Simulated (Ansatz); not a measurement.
# SrO: the cost of one run

Program: Ansatz 0.2.0. Level of theory: DFT, plane waves, PAW, no spin polarisation. These are calculated values, not measurements.

The COD entry's cell or inner coordinates are ideal or old and differ from later refinements, so a difference from it is no clean test against experiment.

### Step 1. The system as given

The cell holds 16 atoms (O8Sr8): a = 7.297 Å, b = 7.297 Å, c = 7.297 Å, α = 60.00°, β = 60.00°, γ = 60.00°.

Coordinates:

```xyz
16
Lattice="0.0000 5.1598 5.1598 5.1598 0.0000 5.1598 5.1598 5.1598 0.0000" Properties=species:S:1:pos:R:3 pbc="T T T"
Sr    2.5799    2.5799    2.5799
O     0.0000    0.0000    0.0000
Sr    5.1598    5.1598    2.5799
O     2.5799    2.5799    0.0000
Sr    5.1598    2.5799    5.1598
O     2.5799    0.0000    2.5799
Sr    7.7397    5.1598    5.1598
O     5.1598    2.5799    2.5799
Sr    2.5799    5.1598    5.1598
O     0.0000    2.5799    2.5799
Sr    5.1598    7.7397    5.1598
O     2.5799    5.1598    2.5799
Sr    5.1598    5.1598    7.7397
O     2.5799    2.5799    5.1598
Sr    7.7397    7.7397    7.7397
O     5.1598    5.1598    5.1598
```

### Step 2. Run 1: PBEsol

input.yaml

```yaml
crystal:
  lattice:
    - [0.0, 5.1597854332, 5.1597854332]
    - [5.1597854332, 0.0, 5.1597854332]
    - [5.1597854332, 5.1597854332, 0.0]
  atoms:
    - { symbol: Sr, position: [0.25, 0.25, 0.25] }
    - { symbol: O, position: [0.0, 0.0, 0.0] }
    - { symbol: Sr, position: [0.25, 0.25, 0.75] }
    - { symbol: O, position: [0.0, 0.0, 0.5] }
    - { symbol: Sr, position: [0.25, 0.75, 0.25] }
    - { symbol: O, position: [0.0, 0.5, 0.0] }
    - { symbol: Sr, position: [0.25, 0.75, 0.75] }
    - { symbol: O, position: [0.0, 0.5, 0.5] }
    - { symbol: Sr, position: [0.75, 0.25, 0.25] }
    - { symbol: O, position: [0.5, 0.0, 0.0] }
    - { symbol: Sr, position: [0.75, 0.25, 0.75] }
    - { symbol: O, position: [0.5, 0.0, 0.5] }
    - { symbol: Sr, position: [0.75, 0.75, 0.25] }
    - { symbol: O, position: [0.5, 0.5, 0.0] }
    - { symbol: Sr, position: [0.75, 0.75, 0.75] }
    - { symbol: O, position: [0.5, 0.5, 0.5] }
kpoints:
  mp_grid: { grid: [2, 2, 2] }
hamiltonian:
  xc: pbesol
scf:
  occupations: { method: fermi_dirac, width: 0.146 }
md:
  ensemble: nve
  temperature: 1700
  timestep: 2.0
  n_steps: 20
  initial_velocities: maxwell_boltzmann
  seed: 6768
```

Started as:

```console
$ ansatz run input.yaml --threads 4 --pin off --max-ram 3686MiB --backend cpu --events-out ev --progress --plain --runs-dir out
```

**Question.** How long does this run take on 4 threads of Arm Neoverse N1, shared host, and how much memory does it need?

About 74 s, with a peak of 0.94 GiB.
